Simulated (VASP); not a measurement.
# BN (P6_3/mmc) in VASP: a series of runs, part 3 of 3

VASP 6.6.1. Earlier steps stand in the parts before.

## Step 4: Relaxation of cell and atoms, PBEsol

This run uses another cell than the first one, of 9.04 Å³/atom, 0.949 times its volume.

INCAR

```
PREC     = Accurate       # precision mode
ENCUT    = 600            # plane-wave cutoff, eV
EDIFF    = 1E-7           # SCF threshold, eV
ISMEAR   = 0              # smearing method
SIGMA    = 0.02           # smearing width, eV
LREAL    = False          # projectors in reciprocal space
LASPH    = True           # aspherical terms in the spheres
NELM     = 100            # most SCF steps
ALGO     = Normal         # electronic algorithm
ISIF     = 3              # what is computed and relaxed
LWAVE    = False          # write WAVECAR
LCHARG   = False          # write CHGCAR
GGA      = PS             # functional
IBRION   = 2              # ionic algorithm
NSW      = 100            # ionic steps
EDIFFG   = -0.005         # ionic threshold
```

KPOINTS

```
Automatic mesh
0
Gamma
  12 12 4
```

POSCAR

```
BN
1.0
    2.5039917043      0.0000000000      0.0000000000
   -1.2519958522      2.1685204268      0.0000000000
    0.0000000000      0.0000000000      6.6612000000
B N
2 2
Direct
    0.3333333333      0.6666666667      0.2500000000
    0.6666666667      0.3333333333      0.7500000000
    0.3333333333      0.6666666667      0.7500000000
    0.6666666667      0.3333333333      0.2500000000
```

Potentials or basis: VASP PAW PBE potentials, release 64 (B, N).

The run is started by

```console
> cat potpaw_PBE.64/B/POTCAR potpaw_PBE.64/N/POTCAR > POTCAR
> mpirun -np 1 vasp_std > vasp.out
```

OUTCAR:

```text
PREC = Accurate
   ENCUT = 600
   EDIFF = 1E-7
   ISMEAR = 0
   LREAL = False
   LASPH = True
   NELM = 100
   ISIF = 3
   GGA = PS
   IBRION = 2
   NSW = 100
   EDIFFG = -0.005

 ion  position               nearest neighbor table
   1  0.333  0.667  0.250-   4 1.45   4 1.45   4 1.45
   2  0.667  0.333  0.750-   3 1.45   3 1.45   3 1.45
   3  0.333  0.667  0.750-   2 1.45   2 1.45   2 1.45
   4  0.667  0.333  0.250-   1 1.45   1 1.45   1 1.45

  LATTYP: Found a hexagonal cell.
 ALAT       =     2.5039917043
 C/A-ratio  =     2.6602324555

  Lattice vectors:

 A1 = (   2.5039917043,   0.0000000000,   0.0000000000)
 A2 = (  -1.2519958522,   2.1685204268,   0.0000000000)
 A3 = (   0.0000000000,   0.0000000000,   6.6612000000)

Analysis of symmetry for initial positions (statically):
[... 666 lines left out ...]

 number of electron      16.0000000 magnetization

------------------------ aborting loop because EDIFF is reached ----------------------------------------
[... 71 lines left out ...]
--------------------------------------- Ionic step       11  -------------------------------------------

 number of electron      16.0000000 magnetization

 Free energy of the ion-electron system (eV)
  ---------------------------------------------------
  ext. energy  EPLUGINS =         0.00000000
  ---------------------------------------------------
  free energy    TOTEN  =       -36.57508162 eV

  energy without entropy =      -36.57508162  energy(sigma->0) =      -36.57508162

 E-fermi :   2.0465     XC(G=0): -10.0406

 val. band max:        1.8827209428   @ k =   0.3333   0.3333   0.5000
 cond. band min:       6.1108488790   @ k =   0.5000   0.0000   0.0000
 fundamental gap:      4.2281279362
 Fermi energy:         2.0464962928

 k-point     1 :       0.0000    0.0000    0.0000
  band No.  band energies     occupation
      1     -15.8343      2.00000
      2     -15.6091      2.00000
      3      -4.2404      2.00000
      4      -2.4368      2.00000
      5       0.5743      2.00000
      6       0.5743      2.00000
      7       0.5996      2.00000
      8       0.5996      2.00000
      9       6.7271      0.00000
     10      11.5977      0.00000
     11      13.3897      0.00000
     12      13.3897      0.00000
[... 376 lines left out ...]
  FREE ENERGIE OF THE ION-ELECTRON SYSTEM (eV)
  ---------------------------------------------------
  free  energy   TOTEN  =       -36.5750816173 eV

  energy  without entropy=      -36.5750816173  energy(sigma->0) =      -36.57508162

 reached required accuracy - stopping structural energy minimisation
```

CONTCAR:

```text
BN
   1.00000000000000
     2.5051715601100981   -0.0000000000000262   -0.0000000000000000
    -1.2525857801050950    2.1695422119043752   -0.0000000000000000
     0.0000000000000000    0.0000000000000000    6.9003680964658312
  B               N
     2     2
Direct
     0.3333333332999970    0.6666666667000030    0.2500000000000000
     0.6666666667000030    0.3333333332999970    0.7500000000000000
     0.3333333332999970    0.6666666667000030    0.7500000000000000
     0.6666666667000030    0.3333333332999970    0.2500000000000000

  0.00000000E+00  0.00000000E+00  0.00000000E+00
  0.00000000E+00  0.00000000E+00  0.00000000E+00
  0.00000000E+00  0.00000000E+00  0.00000000E+00
  0.00000000E+00  0.00000000E+00  0.00000000E+00
```

Wall time 1.9 min (1 thread of AMD EPYC 9R14 (Zen 4), shared host); peak memory 0.13 GiB.

What came out:

```yaml
Free_energy: -36.5751 eV
Relaxed_volume: 9.38 Å³/atom
Relaxed_cell: a = 2.505 Å, b = 2.505 Å, c = 6.900 Å, α = 90.00°, β = 90.00°, γ = 120.00°
Space_group_after_relaxing_to_0.05_Å: P6_3/mmc (No. 194)
Energy_gained_by_relaxing: 0.6 meV/atom
Ionic_steps: 11
Pressure_after_relaxing: 0.0 GPa
Band_gap_on_the_k_mesh: 4.23 eV, indirect (least direct gap 4.59 eV)
```

The path:
```
step  energy change (eV)  largest force (eV/Å)  pressure (GPa)  volume (Å³)
   1              0.0000                0.0000            0.56        36.17
   2              0.0000                0.0000           -0.52        36.33
   3             -0.0001                0.0000           -0.01        36.26
   4             -0.0004                0.0000            0.00        36.33
   5             -0.0011                0.0000            0.01        36.55
   6             -0.0019                0.0000            0.06        37.00
   7             -0.0021                0.0000            0.18        37.89
   8             -0.0022                0.0000            0.12        37.55
   9             -0.0022                0.0000            0.12        37.48
  10             -0.0016                0.0000           -1.08        37.72
  11             -0.0022                0.0000            0.00        37.50
```

Final structure:
```
B N
1.0
     2.50517    0.00000    0.00000
    -1.25259    2.16954    0.00000
     0.00000    0.00000    6.90037
B N
2 2
Direct
  0.33333 0.66667 0.25000
  0.66667 0.33333 0.75000
  0.33333 0.66667 0.75000
  0.66667 0.33333 0.25000
```

Levels at points of the mesh, in eV from the valence-band top:
| k point | band 4 | band 5 | band 6 | band 7 | band 8 | band 9 | band 10 | band 11 | band 12 |
| --- | --- | --- | --- | --- | --- | --- | --- | --- | --- |
| (0.00, 0.00, 0.00) | -4.32 | -1.31 | -1.31 | -1.28 | -1.28 | 4.84 | 9.71 | 11.51 | 11.51 |
| (0.50, 0.00, 0.00) | -8.86 | -4.13 | -4.08 | -1.35 | -0.52 | 4.23 | 5.43 | 9.41 | 9.90 |
| (0.00, 0.00, 0.50) | -5.32 | -1.30 | -1.30 | -1.30 | -1.30 | 7.03 | 7.03 | 11.55 | 11.55 |
| (0.50, 0.00, 0.50) | -8.89 | -4.11 | -4.11 | -0.92 | -0.92 | 4.66 | 4.66 | 9.81 | 9.81 |

Caveat: the PAW data sets were made with another functional, which shifts forces and pressure a little; this functional lacks dispersion, which binds the layers, so the pressure and a relaxed spacing across them are unreliable.

## Step 5: Single point, PBEsol

This run uses another cell than the first one, of 9.04 Å³/atom, 0.949 times its volume.

INCAR

```
PREC = Accurate
ENCUT = 520
EDIFF = 1E-7
ISMEAR = 0
SIGMA = 0.1
LREAL = False
LASPH = True
NELM = 100
ALGO = Normal
ISIF = 2
LWAVE = False
LCHARG = False
GGA = PS
NBANDS = 16
```

KPOINTS

```
Automatic mesh
0
Gamma
  9 9 4
```

POSCAR is that of step 4.

The run is started by

```console
> cat potpaw_PBE.64/B/POTCAR potpaw_PBE.64/N/POTCAR > POTCAR
> mpirun -np 1 vasp_std > vasp.out
```

Run time: 16 s. Hardware: 1 thread of AMD EPYC 9R14 (Zen 4), shared host; peak memory 0.12 GiB.

Results (log left out):

* Free energy: -36.5660 eV
* Pressure: 0.7 GPa
* Band gap on the k mesh: 4.30 eV, indirect (least direct gap 4.58 eV)

Levels at points of the mesh, in eV from the valence-band top:
```
           k point  band 6  band 7  band 8  band 9  band 10  band 11
(0.00, 0.00, 0.00)   -1.31   -1.27   -1.27    5.04    10.14    11.51
(0.00, 0.00, 0.50)   -1.29   -1.29   -1.29    7.42     7.42    11.57
```

Caveat: the PAW data sets were made with another functional, which shifts forces and pressure a little; an odd mesh through Γ misses points on the zone boundary, where band edges often lie; this functional lacks dispersion, which binds the layers, so the pressure and a relaxed spacing across them are unreliable.

## Step 6: Single point, PBEsol

INCAR

```
SYSTEM = BN
  PREC = Accurate
  ENCUT = 520
  EDIFF = 1E-6
  ISMEAR = 0
  SIGMA = 0.05
  LREAL = .False.
  LASPH = .True.
  NELM = 100
  ALGO = Fast
  ISIF = 2
  LWAVE = .False.
  LCHARG = .False.
  GGA = PS
  NBANDS = 16
```

KPOINTS

```
regular mesh
0
Gamma
  12 12 4
  0 0 0
```

POSCAR

```
BN
1.0
    2.5043488457      0.0000000000      0.0000000000
   -1.2521744229      2.1688297203      0.0000000000
    0.0000000000      0.0000000000      7.0190956742
B N
2 2
Direct
    0.3333333333      0.6666666667      0.2500000000
    0.6666666667      0.3333333333      0.7500000000
    0.3333333333      0.6666666667      0.7500000000
    0.6666666667      0.3333333333      0.2500000000
```

Potentials or basis: VASP PAW PBE potentials, release 64 (B, N).

The run is started by

```console
> cat potpaw_PBE.64/B/POTCAR potpaw_PBE.64/N/POTCAR > POTCAR
> mpirun -np 1 vasp_std > vasp.out
```

It took 23 s on 1 thread of Intel Xeon Platinum 8488C (Sapphire Rapids), shared host; peak memory 0.16 GiB.

Results (log left out):

| Property | Result |
| --- | --- |
| Free energy | -36.5708 eV |
| Pressure | 0.3 GPa |
| Band gap on the k mesh | 4.26 eV, indirect (least direct gap 4.60 eV) |

Stress tensor (GPa, compression positive):
```
 0.50  0.00  0.00
 0.00  0.50  0.00
 0.00  0.00 -0.09
```

Levels at points of the mesh, in eV from the valence-band top:
| k point | band 4 | band 5 | band 6 | band 7 | band 8 | band 9 | band 10 | band 11 | band 12 | band 13 |
| --- | --- | --- | --- | --- | --- | --- | --- | --- | --- | --- |
| (0.00, 0.00, 0.00) | -4.41 | -1.31 | -1.31 | -1.29 | -1.29 | 4.76 | 9.51 | 11.52 | 11.52 | 11.60 |
| (0.50, 0.00, 0.00) | -8.87 | -4.13 | -4.09 | -1.31 | -0.55 | 4.26 | 5.37 | 9.41 | 9.92 | 12.27 |
| (0.00, 0.00, 0.50) | -5.32 | -1.30 | -1.30 | -1.30 | -1.30 | 6.86 | 6.86 | 11.56 | 11.56 | 11.56 |
| (0.50, 0.00, 0.50) | -8.89 | -4.11 | -4.11 | -0.92 | -0.92 | 4.66 | 4.66 | 9.81 | 9.81 | 13.11 |

Caveat: the PAW data sets were made with another functional, which shifts forces and pressure a little; this functional lacks dispersion, which binds the layers, so the pressure and a relaxed spacing across them are unreliable.

## Step 7: Overview

| task | cell | k mesh | cutoff (eV) | smearing | gap on the mesh (eV) | pressure (GPa) |
| --- | --- | --- | --- | --- | --- | --- |
| single point | P6_3/mmc, 9.53 Å³/atom | 12 × 12 × 4 | 520 | gaussian 0.05 eV | 4.26 | 0.3 |
| single point | P6_3/mmc, 9.53 Å³/atom | 12 × 12 × 4 | 520 | gaussian 0.02 eV | 4.26 | 0.3 |
| relaxation of cell and atoms | relaxed | 12 × 12 × 4 | 600 | gaussian 0.02 eV | 4.23 | 0.0 |
| single point | P6_3/mmc, 9.04 Å³/atom | 9 × 9 × 4 | 520 | gaussian 0.1 eV | 4.30 | 0.7 |

Alike in all rows: level PBEsol; potentials or basis VASP PAW PBE potentials, release 64 (B, N); no spin polarisation.

On the cell as given the gap runs from 4.26 eV (PBEsol) to 4.30 eV (PBEsol); the meshes differ, which moves gaps too.

Caveats: the PAW data sets were made with another functional, which shifts forces and pressure a little; this functional lacks dispersion, which binds the layers, so the pressure and a relaxed spacing across them are unreliable; an odd mesh through Γ misses points on the zone boundary, where band edges often lie (some runs).

Total energies depend on the potentials used, so only differences within one code and one set of settings carry meaning.
